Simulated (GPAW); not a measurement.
# Fe (Fmmm) in GPAW: further runs

Runs on Fe. Level: PBEsol+U. Tasks: band structure.

Program: GPAW 26.7.0. These are calculated values, not measurements. Logs are shortened: lines on timing, memory, paths and dates and some standing lists are left out, and cuts for length are marked. The log counts tension as positive stress, the text compression.

### 1 The structure

Symmetry: Fmmm, No. 69, orthorhombic system. The conventional cell has a = 2.997 Å, b = 3.883 Å, c = 3.930 Å, α = 90.00°, β = 90.00°, γ = 90.00°. Around Fe (site symmetry mmm) lie 12 Fe at 2.45 to 2.76 Å.

### 2 Band structure, PBEsol+U, collinear spin, ferromagnetic start

File run.py:

```python
from ase import Atoms
from ase.dft.bandgap import bandgap
from ase.io import write
from ase.units import GPa
from gpaw import GPAW, PW, setup_paths

setup_paths.insert(0, '.')

atoms = Atoms(['Fe'],
              cell=[[0.0, 1.9417396906, 1.9651051623],
                    [1.4984397099, 0.0, 1.9651051623],
                    [1.4984397099, 1.9417396906, 0.0]],
              scaled_positions=[[0.0, 0.0, 0.0]],
              pbc=True)
atoms.set_initial_magnetic_moments([3.0])

calc = GPAW(mode=PW(600),
            xc='PBEsol',
            kpts={'size': (11, 11, 11), 'gamma': True},
            occupations={'name': 'fermi-dirac', 'width': 0.05},
            setups={'Fe': ':d,2.0'},
            nbands=12,
            convergence={'density': 1e-05, 'energy': 1e-05},
            maxiter=150,
            txt='gpaw.txt')
atoms.calc = calc
energy = atoms.get_potential_energy()
forces = atoms.get_forces()
stress = atoms.get_stress()
calc.write('gs.gpw')
write('result.traj', atoms)
print(f'Energy: {energy:.6f} eV')
print('Forces (eV/A):')
print(forces.round(4))
print('Stress (GPa):', (stress / GPa).round(3))
print('Moments:', calc.get_magnetic_moments().round(3))
print('Fermi level:', round(calc.get_fermi_level(), 4), 'eV')
print(f'Gap: {bandgap(calc)[0]:.4f} eV, direct: {bandgap(calc, direct=True)[0]:.4f} eV')

path = atoms.cell.bandpath('GYCDXGZD1HC,C1Z,XH1,HY,LG', npoints=60, eps=1e-4)
bs_calc = calc.fixed_density(kpts=path, symmetry='off', nbands=19,
                             convergence={'bands': 'CBM+6.0', 'eigenstates': 1e-6}, txt='bands.txt')
bs = bs_calc.band_structure()
bs.write('bs.json')
print(f'Gap on the path: {bandgap(bs_calc)[0]:.4f} eV')
```

Potentials or basis: PAW data sets generated in the run's folder for this functional, pw.

Command:

```console
> gpaw-setup -f PBEsol Fe
> OMP_NUM_THREADS=1 python run.py
```

gpaw.txt:

```text
__  _  _
 | _ |_)|_||  |
 |__||  | ||/\| - 26.7.0

Input parameters:
  mode=PW(ecut=600.0),
  convergence={'density': 1e-05, 'energy': 1e-05},
  kpts=MonkhorstPack(size=(11, 11, 11), gamma=True),
  maxiter=150,
  nbands=12,
  occupations=Occupations(name='fermi-dirac', width=0.05),
  setups={'Fe': ':d,2.0'},
  xc=XC(name='PBEsol')

Diagonalizing LCAO Hamiltonian
Converting LCAO to pw mode

       Fe

Atoms  # Å, Bohr magnetons
|   | symbol |        x |        y |        z |    initial magnetic moments |
|---|--------|----------|----------|----------|-----------------------------|
| 0 |     Fe | 0.000000 | 0.000000 | 0.000000 | ( 0.0000,  0.0000,  3.0000) |

Unit cell  # Å
| periodic |        x |        y |        z |  lengths |    angles |
|----------|----------|----------|----------|----------|-----------|
|      yes | 0.000000 | 1.941740 | 1.965105 | 2.762606 | 68.256930 |
|      yes | 1.498440 | 0.000000 | 1.965105 | 2.471226 | 56.189817 |
|      yes | 1.498440 | 1.941740 | 0.000000 | 2.452687 | 55.553253 |

Number of symmetries: 8
Symmetry operations  # r_c * U_cc + t_c -> r_c
|   | kind |            matrix            |
|---|------|------------------------------|
| 0 |  σ   |  1, 0, 0,  1, 0,-1,  1,-1, 0 |
| 1 |  E   |  1, 0, 0,  0, 1, 0,  0, 0, 1 |
| 2 |  C2  |  0, 1,-1,  1, 0,-1,  0, 0,-1 |
| 3 |  σ   |  0, 1,-1,  0, 1, 0, -1, 1, 0 |
| 4 |  C2  |  0,-1, 1,  0,-1, 0,  1,-1, 0 |
| 5 |  σ   |  0,-1, 1, -1, 0, 1,  0, 0, 1 |
| 6 |  i   | -1, 0, 0,  0,-1, 0,  0, 0,-1 |
| 7 |  C2  | -1, 0, 0, -1, 0, 1, -1, 1, 0 |

BZ-sampling:
  Number of BZ points: 1331
  Number of IBZ points: 216

  Monkhorst-Pack size: [11, 11, 11]
  Monkhorst-Pack shift: [0, 0, 0]

K-points  # in reciprocal-cell coordinates
|     |                                coordinates |     weight |
|-----|--------------------------------------------|------------|
|   0 | (  0.00000000,   0.00000000,   0.00000000) | 0.00075131 |
|   1 | (  0.00000000,   0.09090909,   0.09090909) | 0.00150263 |
|   2 | (  0.00000000,   0.18181818,   0.18181818) | 0.00150263 |
|   3 | (  0.00000000,   0.27272727,   0.27272727) | 0.00150263 |
|   4 | (  0.00000000,   0.36363636,   0.36363636) | 0.00150263 |
|   5 | (  0.00000000,   0.45454545,   0.45454545) | 0.00150263 |
|   6 | (  0.09090909,  -0.45454545,  -0.45454545) | 0.00300526 |
|   7 | (  0.09090909,  -0.36363636,  -0.45454545) | 0.00300526 |
|   8 | (  0.09090909,   0.00000000,   0.09090909) | 0.00150263 |
|   9 | (  0.09090909,   0.09090909,   0.00000000) | 0.00150263 |
| ... |                                            |            |
| 215 | (  0.45454545,   0.45454545,   0.45454545) | 0.00601052 |

Plane wave coefficients: 396
Cutoff: 600.0 eV

Spin-components: 2 (collinear spins)
Bands:           12
Projectors:      6
Spin-degeneracy: 1
Datatype:        complex128

Parallelization:
  kpt:    1
  domain: 1
  band:   1

Density:
  Valence electrons: 8.0
  Components: 2
  Grid points: [16 16 16]
  Charge: 0.0  # |e|

Potential:
  Grid points: [16 16 16]

species:
  Fe:
    name:    Iron
    Z:       26.0
    valence: 8
    core:    18
    charge:  0.0  # [|e|]
    Hubbard: {U: 2.0,  # eV
              l: 2,
              scale: True}
    compensation charges:
      type: gauss
      rc: 0.33  # [Å]
      lmax: 2
    cutoffs:
      filter: 2.06  # [Å]
      core: 2.67  # [Å]
    projectors
    | kind |    occ | energy [eV] | rcut [Å] |
    |------|--------|-------------|----------|
    |   4s |  2.000 |      -5.310 |    1.164 |
    |   4p |  0.000 |      -1.300 |    1.058 |
    |   3d |  6.000 |      -7.529 |    1.058 |
    |    s |        |      21.902 |    1.164 |
    |    p |        |      25.911 |    1.058 |
    |    d |        |      19.682 |    1.058 |

    Using partial waves for Fe as LCAO basis

Reference energy: -34587.149600  # eV

eigensolver:
  PPCG
  Converge bands: occupied
  niter=2

density mixing:
  MSR1-Mixer
  Pratt-step length: 0.05
  Maximum mixing coefficient: 0.75
  Old densities: 10
  SVD Regularization: 0.005
  Good broyden scale: 1.0
  Trust region scale: 1.0
  Backstep threshold: 4.0
  History deletion threshold: 6.0
  Fourier metric: weight=20.0, sigma=0.015

occupation numbers:
  Fermi-Dirac:
    width: 0.0500  # eV

poisson solver:
  ecut: 4800.0  # eV

xc functional:
  name: PBEsol with 2 nearest neighbor stencil

convergence criteria:
- Maximum integral of absolute [dens]ity change: 1e-05 electrons / valence electron
- Maximum [total energy] change in last 3 cyles: 1e-05 eV / valence electron
- Maximum integral of absolute [eigenst]ate change: 4e-08 eV^2 / valence electron
maximum number of iterations: 150

SCF iterations
|iter     | |      energy | eigst |  dens |  magmom |
|---------|-|-------------|-------|-------|---------|
|iter:   1| |   -8.019984 | +0.08 |       |  +3.0050|
|iter:   2| |   -8.029875 | -2.10 | -1.02 |  +2.9910|
|iter:   3| |   -8.163994 | -2.11 | -1.05 |  +2.8209|
|iter:   4| |   -8.208654 | -2.81 | -1.37 |  +2.7143|
|iter:   5| |   -8.214998 | -3.23 | -1.72 |  +2.6541|
|iter:   6| |   -8.215611 | -4.30 | -2.47 |  +2.6517|
|iter:   7| |   -8.215600 | -5.90 | -2.99 |  +2.6524|
|iter:   8| |   -8.215604c| -6.87 | -3.50 |  +2.6533|
|iter:   9| |   -8.215609c| -7.04 | -3.90 |  +2.6532|
|iter:  10| |   -8.215610c| -8.22c| -4.09 |  +2.6530|
|iter:  11| |   -8.215610c| -8.71c| -5.05c|  +2.6529|

Converged in 11 steps
Energy contributions relative to reference atoms: (reference = -34587.149600)

Energy contributions:
  Kinetic:          15.135285
  Coulomb:         -12.439596
  Zero:              0.035112
  External:          0.000000
  Xc:              -10.943283
  Entropy:          -0.006255
  Spinorbit:         0.000000
  ----------------------------
  Free energy:      -8.218738
  Extrapolated:     -8.215610

dipole moment: (-7.327773, -9.495629, -9.609893)  # |e|*Ang

Total magnetic moment: (0.000000, 0.000000, 2.652950)

Local magnetic moments
|        x |        y |        z |
|----------|----------|----------|
| 0.000000 | 0.000000 | 2.756303 |  # Fe   0

Fermi level: 10.037
Eigenvalues  # (at kpt = [0.000, 0.000, 0.000])
| band index |      eig [eV] | occ [0-1] |      eig [eV] | occ [0-1] |
|------------|---------------|-----------|---------------|-----------|
|          0 |         1.355 |     1.000 |         1.501 |     1.000 |
|          1 |         6.584 |     1.000 |        10.001 |     0.673 |
|          2 |         6.646 |     1.000 |        10.199 |     0.038 |
|          3 |         6.923 |     1.000 |        10.823 |     0.000 |
|          4 |         7.681 |     1.000 |        12.148 |     0.000 |
|          5 |         8.079 |     1.000 |        12.927 |     0.000 |
|          6 |        33.740 |     0.000 |        33.333 |     0.000 |
|          7 |        35.138 |     0.000 |        34.873 |     0.000 |
|          8 |        35.230 |     0.000 |        35.182 |     0.000 |
|          9 |        35.346 |     0.000 |        37.487 |     0.000 |
|         10 |        35.358 |     0.000 |        37.493 |     0.000 |
|         11 |        35.546 |     0.000 |        37.517 |     0.000 |

No gap
No difference between direct/indirect transitions

Forces  # eV/Ang
|       x |       y |       z |
|---------|---------|---------|
| 0.00000 | 0.00000 | 0.00000 |  # Fe   0

Stress tensor  # eV/Ang^3
|         x |         y |         z |
|-----------|-----------|-----------|
| -0.029886 |  0.000000 |  0.000000 |
|  0.000000 | -0.050616 | -0.000000 |
|  0.000000 | -0.000000 | -0.050074 |

# Writing to gs.gpw (mode='')
```

Run time: 45 s. Hardware: 1 thread of Arm Neoverse V2, shared host; peak memory 0.21 GiB.

Results:

```
Free energy             : -8.2187 eV
Pressure                : 7.0 GPa
Band gap along the path : none (metal or under the smearing width)
Net moment              : 2.65 μB per cell
Site moments            : Fe +2.76 μB
```

Stress tensor (GPa, compression positive):
```
4.79 0.00 0.00
0.00 8.11 0.00
0.00 0.00 8.02
```

Levels at the corners of the path, in eV from the Fermi level:
Spin up:
```tsv
point	band 2	band 3	band 4	band 5	band 6
Γ	-3.45	-3.39	-3.11	-2.36	-1.96
Y	-4.68	-1.82	-1.79	-0.57	0.84
C	-4.07	-3.95	-2.05	-1.75	7.98
D	-5.52	-1.30	-1.13	-0.94	8.10
X	-5.62	-1.13	-0.95	-0.81	7.62
Γ	-3.45	-3.39	-3.11	-2.36	-1.96
Z	-4.68	-1.79	-1.74	-0.67	0.61
D1	-5.52	-1.30	-1.13	-0.94	8.10
H	-5.51	-1.31	-1.27	-0.80	8.11
C	-4.07	-3.95	-2.05	-1.75	7.98
C1	-4.07	-3.95	-2.05	-1.75	7.98
Z	-4.68	-1.79	-1.74	-0.67	0.61
X	-5.62	-1.13	-0.95	-0.81	7.62
H1	-5.51	-1.31	-1.27	-0.80	8.11
H	-5.51	-1.31	-1.27	-0.80	8.11
Y	-4.68	-1.82	-1.79	-0.57	0.84
L	-4.20	-2.40	-1.83	-0.77	0.06
Γ	-3.45	-3.39	-3.11	-2.36	-1.96
```
Spin down:
```
point  band 1  band 2  band 3  band 4  band 5  band 6
    Γ   -8.54   -0.04    0.16    0.79    2.11    2.89
    Y   -3.26   -1.56    0.92    2.81    2.92    3.41
    C   -1.60   -1.46   -1.42    2.82    2.98    9.48
    D   -2.48   -2.36    2.59    2.91    3.11    8.58
    X   -2.60   -2.44    3.09    3.11    3.18    7.91
    Γ   -8.54   -0.04    0.16    0.79    2.11    2.89
    Z   -3.31   -1.66    0.69    2.92    2.98    3.44
   D1   -2.48   -2.36    2.59    2.91    3.11    8.58
    H   -2.48   -2.35    2.57    2.89    3.13    8.60
    C   -1.60   -1.46   -1.42    2.82    2.98    9.48
   C1   -1.60   -1.46   -1.42    2.82    2.98    9.48
    Z   -3.31   -1.66    0.69    2.92    2.98    3.44
    X   -2.60   -2.44    3.09    3.11    3.18    7.91
   H1   -2.48   -2.35    2.57    2.89    3.13    8.60
    H   -2.48   -2.35    2.57    2.89    3.13    8.60
    Y   -3.26   -1.56    0.92    2.81    2.92    3.41
    L   -3.42   -0.82    0.11    2.01    2.89    3.42
    Γ   -8.54   -0.04    0.16    0.79    2.11    2.89
```

Caveat: the U is typed as a test and isn't derived for this compound. The state reached can hang on the start; a lower one may exist.

### 3 Band structure, PBEsol+U, collinear spin, ferromagnetic start

Edit run.py of step 2 so:

```diff
@@ -20,3 +20,3 @@
             occupations={'name': 'fermi-dirac', 'width': 0.05},
-            setups={'Fe': ':d,2.0'},
+            setups={'Fe': ':d,3.0'},
             nbands=12,
```

Potentials or basis: PAW data sets generated in the run's folder for this functional, pw.

Command:

```console
> gpaw-setup -f PBEsol Fe
> OMP_NUM_THREADS=1 python run.py
```

It took 49 s on 1 thread of Arm Neoverse V2, shared host; peak memory 0.21 GiB.

Results (log left out):

```
Free energy             : -7.5967 eV
Pressure                : 14.5 GPa
Band gap along the path : none (metal or under the smearing width)
Net moment              : 2.82 μB per cell
Site moments            : Fe +2.95 μB
```

Stress tensor (GPa, compression positive):
```
13.67  0.00  0.00
 0.00 14.55  0.00
 0.00  0.00 15.35
```

Levels at the corners of the path, in eV from the Fermi level:
Spin up:
| point | band 1 | band 2 | band 3 | band 4 | band 5 | band 6 |
| --- | --- | --- | --- | --- | --- | --- |
| Γ | -8.85 | -4.18 | -4.15 | -3.89 | -3.08 | -2.69 |
| Y | -6.36 | -5.39 | -2.58 | -2.53 | -1.35 | 0.68 |
| C | -4.98 | -4.73 | -4.59 | -2.79 | -2.49 | 7.65 |
| D | -6.28 | -6.14 | -2.10 | -1.89 | -1.74 | 7.92 |
| X | -6.39 | -6.24 | -1.95 | -1.75 | -1.59 | 7.45 |
| Γ | -8.85 | -4.18 | -4.15 | -3.89 | -3.08 | -2.69 |
| Z | -6.36 | -5.37 | -2.54 | -2.48 | -1.47 | 0.45 |
| D1 | -6.28 | -6.14 | -2.10 | -1.89 | -1.74 | 7.92 |
| H | -6.28 | -6.13 | -2.11 | -2.05 | -1.58 | 7.92 |
| C | -4.98 | -4.73 | -4.59 | -2.79 | -2.49 | 7.65 |
| C1 | -4.98 | -4.73 | -4.59 | -2.79 | -2.49 | 7.65 |
| Z | -6.36 | -5.37 | -2.54 | -2.48 | -1.47 | 0.45 |
| X | -6.39 | -6.24 | -1.95 | -1.75 | -1.59 | 7.45 |
| H1 | -6.28 | -6.13 | -2.11 | -2.05 | -1.58 | 7.92 |
| H | -6.28 | -6.13 | -2.11 | -2.05 | -1.58 | 7.92 |
| Y | -6.36 | -5.39 | -2.58 | -2.53 | -1.35 | 0.68 |
| L | -6.25 | -4.93 | -3.13 | -2.57 | -1.58 | -0.10 |
| Γ | -8.85 | -4.18 | -4.15 | -3.89 | -3.08 | -2.69 |
Spin down:
| point | band 1 | band 2 | band 3 | band 4 | band 5 |
| --- | --- | --- | --- | --- | --- |
| Γ | -8.73 | 0.07 | 0.32 | 1.05 | 2.36 |
| Y | -3.20 | -1.44 | 0.72 | 3.13 | 3.20 |
| C | -1.51 | -1.43 | -1.42 | 3.15 | 3.26 |
| D | -2.35 | -2.26 | 2.72 | 3.20 | 3.33 |
| X | -2.47 | -2.34 | 3.27 | 3.31 | 3.49 |
| Γ | -8.73 | 0.07 | 0.32 | 1.05 | 2.36 |
| Z | -3.26 | -1.59 | 0.49 | 3.24 | 3.27 |
| D1 | -2.35 | -2.26 | 2.72 | 3.20 | 3.33 |
| H | -2.35 | -2.25 | 2.75 | 3.18 | 3.28 |
| C | -1.51 | -1.43 | -1.42 | 3.15 | 3.26 |
| C1 | -1.51 | -1.43 | -1.42 | 3.15 | 3.26 |
| Z | -3.26 | -1.59 | 0.49 | 3.24 | 3.27 |
| X | -2.47 | -2.34 | 3.27 | 3.31 | 3.49 |
| H1 | -2.35 | -2.25 | 2.75 | 3.18 | 3.28 |
| H | -2.35 | -2.25 | 2.75 | 3.18 | 3.28 |
| Y | -3.20 | -1.44 | 0.72 | 3.13 | 3.20 |
| L | -3.43 | -0.66 | -0.09 | 2.26 | 3.20 |
| Γ | -8.73 | 0.07 | 0.32 | 1.05 | 2.36 |

Caveat: the U is typed as a test and isn't derived for this compound.
